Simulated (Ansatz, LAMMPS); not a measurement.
# Amorphous TiO2 at 3.05 g/cm^3 (84 atoms): geometry optimisation

Wanted: the relaxed structure of amorphous TiO2 at 3.05 g/cm^3 (84 atoms) and its electronic structure.

Calculated with Ansatz 0.2.0; Kohn-Sham DFT, PBE, PAW (set soft_2), plane waves.

### Step 1. The structure

The cell holds 84 atoms: 28 Ti and 56 O. Cell: a = 10.675 Å, b = 10.675 Å, c = 10.675 Å, α = 90.0°, β = 90.0°, γ = 90.0°. 84 atoms (28 Ti, 56 O) placed at random at 3.05 g/cm³, melted at 5000 K for 10 ps at fixed volume with the Morse and Coulomb pair potential with partial charges (Pedone, Malavasi, Menziani, Cormack and Segre, J. Phys. Chem. B 110, 11780 (2006)). Quenched from 5000 K to 300 K at 50 K/ps and fixed volume, held 5 ps, then minimised at fixed cell. The density is one point of a scan and needn't be that of the real material.

Before any run, some limits are plain. The quench rate of 50 K/ps far exceeds what a furnace or splat quench reaches, so expect more defects and frozen-in strain than in a real sample. The network of bonds at the start is that of the classical potential that made the cell. Only the Γ point is sampled in the main run, in a cell whose shortest periodic width is 11 Å.

### Step 2. The classical run that made the cell

A classical potential supplies the starting structure, since it reaches far longer times than DFT.

This step: classical MD, Morse and Coulomb pair potential with partial charges (Pedone, Malavasi, Menziani, Cormack and Segre, J. Phys. Chem. B 110, 11780 (2006)) (LAMMPS 22 Jul 2025 - Update 4).

in.lmp reads:

```
# melt-quench of Ti28O56
units metal
atom_style charge
boundary p p p
region box block 0 10.6745 0 10.6745 0 10.6745
create_box 2 box
mass 1 47.8670   # Ti
mass 2 15.9990   # O
create_atoms 1 random 28 34533 NULL overlap 1.5 maxtry 2000
create_atoms 2 random 56 34540 NULL overlap 1.5 maxtry 2000
pair_style hybrid/overlay pedone 5.5 coul/long 8.0
pair_coeff * * coul/long
pair_coeff 1 2 pedone 0.024235 2.254703 2.708943 1   # Ti-O
pair_coeff 2 2 pedone 0.042395 1.379316 3.618701 22   # O-O
set type 1 charge 2.4
set type 2 charge -1.2
kspace_style pppm 1.0e-4
neigh_modify delay 0 every 1 check yes
thermo_style custom step time temp pe press density
thermo_modify norm yes
timestep 0.002
thermo 100
min_style cg
minimize 1e-4 1e-4 200 2000
reset_timestep 0
velocity all create 5000 34534 mom yes dist gaussian
fix lim all nve/limit 0.05
fix lan all langevin 5000 5000 0.2 34535 zero yes
thermo 500
run 1000 post no
unfix lim
unfix lan
thermo 833
fix md all nvt temp 5000 5000 0.2
run 5000 post no
unfix md
thermo 4700
fix md all nvt temp 5000 300 0.2
run 47000 post no
unfix md
thermo 1250
fix md all nvt temp 300 300 0.2
run 2500 post no
unfix md
thermo 100
min_style cg
minimize 0 1e-3 2000 20000
write_dump all custom glass.dump id type xs ys zs modify sort id
```

Command:

```console
> lmp -in in.lmp -log none -nocite
```

Numbers of over 12 decimals in the logs are rounded to 6 here.

Output:

```text
LAMMPS (22 Jul 2025 - Update 4)
Created orthogonal box = (0 0 0) to (10.6745 10.6745 10.6745)
Created 28 atoms
Created 56 atoms
PPPM initialization ...
  G vector (1/distance) = 0.38434812
  grid = 12 12 12
  estimated relative force accuracy = 5.9298585e-05
   Step          Time           Temp          PotEng         Press         Density
         0   0              0             -1.2983517      732571.53      3.0529589
        77   0.154          0             -15.356157      18830.586      3.0529589
Loop time of 0.0518042 s on 1 MPI rank(s) for 77 steps with 84 atoms
Minimization stats:
  Stopping criterion = energy tolerance
  Energy initial, next-to-last, final =
     -1.29835173782734  -15.3550877030415  -15.3561573367471
  Force two-norm initial, final = 304.15106 1.6077001
  Iterations, force evaluations = 77 101
   Step          Time           Temp          PotEng         Press         Density
         0   0              5000          -15.356157      65937.994      3.0529589
       500   1              2278.7718     -15.09253       64690.655      3.0529589
      1000   2              2070.3836     -15.094026      6082.4955      3.0529589
Loop time of 0.405243 s on 1 MPI rank(s) for 1000 steps with 84 atoms
   Step          Time           Temp          PotEng         Press         Density
[... 2 lines left out ...]
      2499   4.998          5152.7791     -14.720936      56821.408      3.0529589
      3332   6.664          5035.0311     -14.702171      100718.55      3.0529589
      4165   8.33           4372.939      -14.658864      70500.807      3.0529589
      4998   9.996          4814.6931     -14.600668      24572.913      3.0529589
      5831   11.662         5230.58       -14.64305       78707.564      3.0529589
[... 1 line left out ...]
Loop time of 2.14322 s on 1 MPI rank(s) for 5000 steps with 84 atoms
   Step          Time           Temp          PotEng         Press         Density
[... 12 lines left out ...]
Loop time of 19.081 s on 1 MPI rank(s) for 47000 steps with 84 atoms
   Step          Time           Temp          PotEng         Press         Density
[... 2 lines left out ...]
     55000   110            299.43511     -15.483144      22493.472      3.0529589
     55500   111            281.82115     -15.474225      1443.7656      3.0529589
Loop time of 0.929365 s on 1 MPI rank(s) for 2500 steps with 84 atoms
   Step          Time           Temp          PotEng         Press         Density
     55500   111            281.82115     -15.474225      1443.7656      3.0529589
     55518   111.036        281.82115     -15.516833      14701.804      3.0529589
Loop time of 0.033176 s on 1 MPI rank(s) for 18 steps with 84 atoms
Minimization stats:
  Stopping criterion = linesearch alpha is zero
  Energy initial, next-to-last, final =
     -15.4742251084033  -15.5168334858206  -15.5168334858206
  Force two-norm initial, final = 12.137818 0.39599511
  Iterations, force evaluations = 18 69
```

Elapsed: 23 s, on 1 thread of Arm Neoverse V1, shared host; peak memory 0.078 GiB.

### Step 3. Single point at the start

The forces at the start show how far the geometry lies from a minimum of this functional.

input.yaml reads:

```yaml
crystal:
  lattice:
    - [10.6745, 0.0, 0.0]
    - [0.0, 10.6745, 0.0]
    - [0.0, 0.0, 10.6745]
  atoms:
    - { symbol: Ti, position: [0.73539, 0.64833, 0.7395] }
    - { symbol: Ti, position: [0.27004, 0.5196, 0.88239] }
    - { symbol: Ti, position: [0.6038, 0.97964, 0.43442] }
    - { symbol: Ti, position: [0.62035, 0.592, 0.16976] }
    - { symbol: Ti, position: [0.1789, 0.08956, 0.92056] }
    - { symbol: Ti, position: [0.8347, 0.8686, 0.9227] }
    - { symbol: Ti, position: [0.14409, 0.08039, 0.22977] }
    - { symbol: Ti, position: [0.60822, 0.5348, 0.49408] }
    - { symbol: Ti, position: [0.54324, 0.23996, 0.28664] }
    - { symbol: Ti, position: [0.07445, 0.34709, 0.5185] }
    - { symbol: Ti, position: [0.25396, 0.79286, 0.77777] }
    - { symbol: Ti, position: [0.69349, 0.38648, 0.93159] }
    - { symbol: Ti, position: [0.99037, 0.73101, 0.57174] }
    - { symbol: Ti, position: [0.9026, 0.5975, 0.06003] }
    - { symbol: Ti, position: [0.27111, 0.3848, 0.19203] }
    - { symbol: Ti, position: [0.84576, 0.03173, 0.2114] }
    - { symbol: Ti, position: [0.12162, 0.65641, 0.27607] }
    - { symbol: Ti, position: [0.5675, 0.90438, 0.75075] }
    - { symbol: Ti, position: [0.98719, 0.35879, 0.83822] }
    - { symbol: Ti, position: [0.4433, 0.2553, 0.7875] }
    - { symbol: Ti, position: [0.32816, 0.85882, 0.39632] }
    - { symbol: Ti, position: [0.48297, 0.0671, 0.01558] }
    - { symbol: Ti, position: [0.35138, 0.76605, 0.0878] }
    - { symbol: Ti, position: [0.73186, 0.27685, 0.64315] }
    - { symbol: Ti, position: [0.23574, 0.09557, 0.58424] }
    - { symbol: Ti, position: [0.84954, 0.33998, 0.274] }
    - { symbol: Ti, position: [0.30732, 0.56804, 0.56718] }
    - { symbol: Ti, position: [0.9171, 0.02082, 0.64341] }
    - { symbol: O, position: [0.25776, 0.99328, 0.3114] }
    - { symbol: O, position: [0.07304, 0.21658, 0.88732] }
    - { symbol: O, position: [0.8136, 0.14158, 0.59303] }
    - { symbol: O, position: [0.19117, 0.22766, 0.4892] }
    - { symbol: O, position: [0.82389, 0.94993, 0.06658] }
    - { symbol: O, position: [0.69687, 0.80389, 0.8148] }
    - { symbol: O, position: [0.5703, 0.24707, 0.67501] }
    - { symbol: O, position: [0.99668, 0.02621, 0.28611] }
    - { symbol: O, position: [0.41497, 0.91782, 0.06189] }
    - { symbol: O, position: [0.25779, 0.75787, 0.23151] }
    - { symbol: O, position: [0.44927, 0.49429, 0.52394] }
    - { symbol: O, position: [0.88466, 0.97455, 0.80334] }
    - { symbol: O, position: [0.79179, 0.30121, 0.80522] }
    - { symbol: O, position: [0.75163, 0.67329, 0.10718] }
    - { symbol: O, position: [0.34162, 0.14411, 0.95523] }
    - { symbol: O, position: [0.85557, 0.19957, 0.17872] }
    - { symbol: O, position: [0.89988, 0.71551, 0.92187] }
    - { symbol: O, position: [0.16784, 0.48242, 0.54343] }
    - { symbol: O, position: [0.03799, 0.69692, 0.41447] }
    - { symbol: O, position: [0.63211, 0.65942, 0.60627] }
    - { symbol: O, position: [0.3273, 0.15958, 0.70711] }
    - { symbol: O, position: [0.07554, 0.06489, 0.62728] }
    - { symbol: O, position: [0.88083, 0.63746, 0.65815] }
    - { symbol: O, position: [0.0344, 0.67057, 0.13642] }
    - { symbol: O, position: [0.61125, 0.95096, 0.5992] }
    - { symbol: O, position: [0.52634, 0.12818, 0.40933] }
    - { symbol: O, position: [0.19021, 0.50463, 0.27501] }
    - { symbol: O, position: [0.56506, 0.01766, 0.8755] }
    - { symbol: O, position: [0.41956, 0.34534, 0.2564] }
    - { symbol: O, position: [0.29905, 0.61904, 0.72859] }
    - { symbol: O, position: [0.2755, 0.70414, 0.94715] }
    - { symbol: O, position: [0.88387, 0.45015, 0.9578] }
    - { symbol: O, position: [0.95814, 0.33204, 0.40089] }
    - { symbol: O, position: [0.11737, 0.76808, 0.67426] }
    - { symbol: O, position: [0.28709, 0.45785, 0.04261] }
    - { symbol: O, position: [0.64801, 0.44716, 0.08406] }
    - { symbol: O, position: [0.99576, 0.33875, 0.66699] }
    - { symbol: O, position: [0.90347, 0.87511, 0.56474] }
    - { symbol: O, position: [0.68921, 0.31344, 0.3215] }
    - { symbol: O, position: [0.10977, 0.47636, 0.85739] }
    - { symbol: O, position: [0.2028, 0.94455, 0.84035] }
    - { symbol: O, position: [0.73213, 0.9953, 0.32772] }
    - { symbol: O, position: [0.30444, 0.70546, 0.4699] }
    - { symbol: O, position: [0.3021, 0.95089, 0.54115] }
    - { symbol: O, position: [0.54558, 0.13832, 0.1508] }
    - { symbol: O, position: [0.48039, 0.6651, 0.11817] }
    - { symbol: O, position: [0.18478, 0.24096, 0.20158] }
    - { symbol: O, position: [0.88883, 0.48258, 0.20132] }
    - { symbol: O, position: [0.13226, 0.03096, 0.07052] }
    - { symbol: O, position: [0.62557, 0.57853, 0.33549] }
    - { symbol: O, position: [0.71484, 0.42285, 0.56286] }
    - { symbol: O, position: [0.36213, 0.39855, 0.80476] }
    - { symbol: O, position: [0.42037, 0.83423, 0.76274] }
    - { symbol: O, position: [0.49337, 0.86942, 0.37225] }
    - { symbol: O, position: [0.67302, 0.52749, 0.83416] }
    - { symbol: O, position: [0.56072, 0.27848, 0.91545] }
kpoints:
  mp_grid: { grid: [1, 1, 1] }
hamiltonian:
  xc: pbe
scf:
  occupations: { method: fermi_dirac, width: 0.025 }
output:
  forces: true
```

Command:

```console
> ansatz run input.yaml --threads 4 --pin off --max-ram 8192MiB --backend cpu --events-out ev --progress --plain --runs-dir out
```

Output:

```text
Engine: ansatz 0.2.0, aarch64-unknown-linux-gnu
Pseudopotentials: kind: paw
Pseudopotential: Ti, paw, valence charge 12, recommended cutoff 420 eV (normal), Ti.paw.azcp
Pseudopotential: O, paw, valence charge 6, recommended cutoff 420 eV (normal), O.paw.azcp
[... 5 lines on functional and potentials left out ...]
Crystal: 84 atoms, lattice volume = 1216.305 Å³
Basis set: ecut = 420 eV, 23847 PW (Γ), exchange–correlation on 144×144×144 points (8 copies of the dense FFT grid, shifted against one another)
Bands: 420, of which v1, the nominal top of the filled ones, is band 336 counted from 1 (335 counted from 0)
Symmetry: 1 space group operations
Space group: P1 (ITA 1), of the structure as read, at distance tolerance 1.1e-4 Å
k-points: 1
[... 5 lines on functional and potentials left out ...]
Initial density: superposition of atomic densities (neutral atoms: chi_scale 0, normalization atom), corrected by the library's trained network
Initial wavefunctions: pseudopotential atomic-orbital guess
Functional: x = pbe(κ = 0.804, μ = 0.219515), c = pbe(β = 0.066725)
SCF iter   1: F=—  HF=-101872.773395 eV  |F-HF|=—  |Δ(HF+E_count)|=         —  Δρ=3.95e-3  dr2=1.89e-1  ethr=1.77e-3  ⟨swp⟩=5.0  Hψ=1536  notcnv=0  defer=42
preconditioner: auto → Resta (q_TF=auto, 2.471 Å⁻¹)  ε∞=6.0  [insulator: Δε(μ)=2.861 eV  Ē_g=10.055 eV  σ=0.025 eV  W_gap=1.00  n_scr=304 (ndim 8)  ℏωp=22.5 eV  f_vac=0.177  D(μ)=0.00/eV (n_scr^D=0)  ε∞_Penn≈6.0]
SCF iter   2: F=—  HF=-101872.762040 eV  |F-HF|=—  |Δ(HF+E_count)|=   1.14e-2  Δρ=2.08e-3  dr2=3.55e-2  ethr=2.81e-5  ⟨swp⟩=2.0  Hψ=564  notcnv=0  defer=76
SCF iter   3: F=—  HF=-101872.765251 eV  |F-HF|=—  |Δ(HF+E_count)|=   3.21e-3  Δρ=1.04e-3  dr2=1.44e-2  ethr=5.28e-6  ⟨swp⟩=2.0  Hψ=551  notcnv=0  defer=45
automatic band count: iteration 3 solves 389 bands in place of 420: the levels show a gap, and the empty bands left out lie too high to hold charge; the band table lists the bands solved (type scf.n_extra_bands for more)
SCF iter   4: F=—  HF=-101872.767060 eV  |F-HF|=—  |Δ(HF+E_count)|=   1.81e-3  Δρ=3.73e-4  dr2=2.52e-3  ethr=2.14e-6  ⟨swp⟩=2.0  Hψ=552  notcnv=0  defer=45
SCF iter   5: F=—  HF=-101872.767288 eV  |F-HF|=—  |Δ(HF+E_count)|=   2.28e-4  Δρ=1.98e-4  dr2=5.71e-4  ethr=3.74e-7  ⟨swp⟩=2.0  Hψ=544  notcnv=0  defer=45
SCF iter   6: F=—  HF=-101872.767435 eV  |F-HF|=—  |Δ(HF+E_count)|=   1.47e-4  Δρ=1.05e-4  dr2=1.62e-4  ethr=8.49e-8  ⟨swp⟩=2.0  Hψ=544  notcnv=0  defer=45
SCF iter   7: F=—  HF=-101872.767472 eV  |F-HF|=—  |Δ(HF+E_count)|=   3.63e-5  Δρ=4.73e-5  dr2=3.27e-5  ethr=2.41e-8  ⟨swp⟩=2.0  Hψ=544  notcnv=0  defer=45
SCF iter   8: F=—  HF=-101872.769842 eV  |F-HF|=—  |Δ(HF+E_count)|=   2.37e-3  Δρ=2.41e-5  dr2=8.39e-6  ethr=4.87e-9  ⟨swp⟩=2.0  Hψ=723  notcnv=0  defer=45
SCF iter   9: F=—  HF=-101872.769845 eV  |F-HF|=—  |Δ(HF+E_count)|=   3.58e-6  Δρ=1.19e-5  dr2=2.21e-6  ethr=1.25e-9  ⟨swp⟩=2.0  Hψ=539  notcnv=0  defer=45
SCF iter  10: F=—  HF=-101872.769846 eV  |F-HF|=—  |Δ(HF+E_count)|=   8.89e-7  Δρ=5.60e-6  dr2=5.01e-7  ethr=3.30e-10  ⟨swp⟩=2.0  Hψ=638  notcnv=0  defer=45
SCF iter  11: F=—  HF=-101872.769846 eV  |F-HF|=—  |Δ(HF+E_count)|=   1.67e-7  Δρ=2.88e-6  dr2=1.31e-7  ethr=7.45e-11  ⟨swp⟩=2.0  Hψ=568  notcnv=0  defer=45
SCF iter  12: F=-101872.769846 eV  HF=-101872.769846 eV  |F-HF|=3.64e-9  |Δ(HF+E_count)|=   6.84e-8  Δρ=1.79e-6  dr2=4.87e-8  ethr=1.49e-11  ⟨swp⟩=4.0  Hψ=1229  notcnv=0
SCF 1 converged in 12 iterations: F = -101872.769846 eV  dr2 = 4.87e-8
  greatest PAW one-centre occupation: 0.999 electrons in one spin orbital (limit 2), on the Ti atom at site 13 (counted from 0), in its partial waves of l = 0
SCF converged after 12 iterations
Free energy (F): -101872.769846 eV
Harris-Foulkes:  -101872.769846 eV  (|F-HF|=3.64e-9)
Internal energy: -101872.769846 eV  (E = F + TS)
E sigma→0 (E₀):  -101872.769846 eV
Fermi energy:    5.784465 eV
--- Per-component energies (eV) ---
  E_band       = -8197.975648
  E_kinetic    = 17509.400073
  E_local      = -63233.475869  (includes V_loc(G=0)·N_el)
  E_nonlocal   = 2794.617870
  E_hartree    = 25082.641076
  E_xc         = -6883.613352
  E_vxc        = -8712.428735  (∫ρ·V_xc dr)
  E_paw        = -38147.328686  (= ΣΔE_a)
  E_vpaw       = -6721.523517  (= ΣTr[D̂ρ^β])
  E_aug_tail   = 0.140235  (compensation charges beyond the density's cutoff)
  E_ewald      = -38995.151194
  E_smearing   = -0.000000  (= −TS)
  E_closure    = 0.000000  (closes the sum)
  Σ components = -101872.769846   (vs F -101872.769846, Δ=0.00e0)
--- Forces (eV/Å), atoms counted from 1 ---
  atom   1  Ti    -0.21257608     0.16264369    -0.22270515
  atom   2  Ti    -0.57937517    -0.36374186     0.40653810
  atom   3  Ti    -0.72513138     0.88489292    -0.78369427
  atom   4  Ti     1.25279769    -0.93002499    -1.09019242
  atom   5  Ti     0.71389216     0.22844835     0.80278067
  atom   6  Ti    -0.65936766    -1.00513540    -1.16109276
  atom   7  Ti     0.19220903     0.08816728     0.07806895
  atom   8  Ti     0.21515408    -0.25178011     1.05835873
  atom   9  Ti     0.76859632    -0.43266913    -0.41787136
  atom  10  Ti     0.20878398    -0.97035021     0.48026518
  atom  11  Ti    -0.02946285     0.09992999     0.88744697
  atom  12  Ti     0.01622086     0.59707312    -0.54677800
  atom  13  Ti     0.11120166     0.73122129     0.80027762
  atom  14  Ti    -1.39517034    -1.02077165     0.35123367
[...]
atom  83  O     -0.67826030    -0.60154406     0.43152460
  atom  84  O      0.24781632    -0.34048889     0.73686833
  max |Σ_I F_I| component: 3.30e-5 eV/Å
```

It took 19 s on 4 threads of Arm Neoverse V1, shared host; peak memory 1.6 GiB; 64 s of CPU time.

The column dr2 measures how far the density is from self-consistency, as an energy; F and HF (Harris–Foulkes) agree once it is small.

Numbers from this run:

```
free energy            : -101872.7698 eV
free energy per atom   : -1212.7711 eV/atom
SCF cycles             : 12
r.m.s. force component : 0.576 eV/Å
longest force          : 1.903 eV/Å
Fermi energy           : 5.784 eV
```

The r.m.s. force component of 0.58 eV/Å sets the starting point.

Neighbours are counted within 2.64 Å (O-Ti).

Length of the force by element and coordination:

| element | coordination | atoms | mean length of the force (eV/Å) | spread | least | most |
| --- | --- | --- | --- | --- | --- | --- |
| O | all | 56 | 0.874 | 0.332 | 0.173 | 1.71 |
| O | 2 | 48 | 0.889 | 0.338 | 0.173 | 1.71 |
| O | 3 | 8 | 0.782 | 0.282 | 0.176 | 1.26 |
| Ti | all | 28 | 1.01 | 0.456 | 0.225 | 1.90 |
| Ti | 4 | 20 | 1.03 | 0.487 | 0.225 | 1.90 |
| Ti | 5 | 8 | 0.976 | 0.362 | 0.455 | 1.76 |

(Continued in part 2 of 4.)

[Logs are printed without paths, hosts, clocks, repeated set-up lines and the standing remarks that a program may print on its own settings, such as how far it seeks lower states.]

[Hosts, paths, dates, database ids (printed as entryN), source tags and the programs' standing remarks are cut or masked in the printed files.]
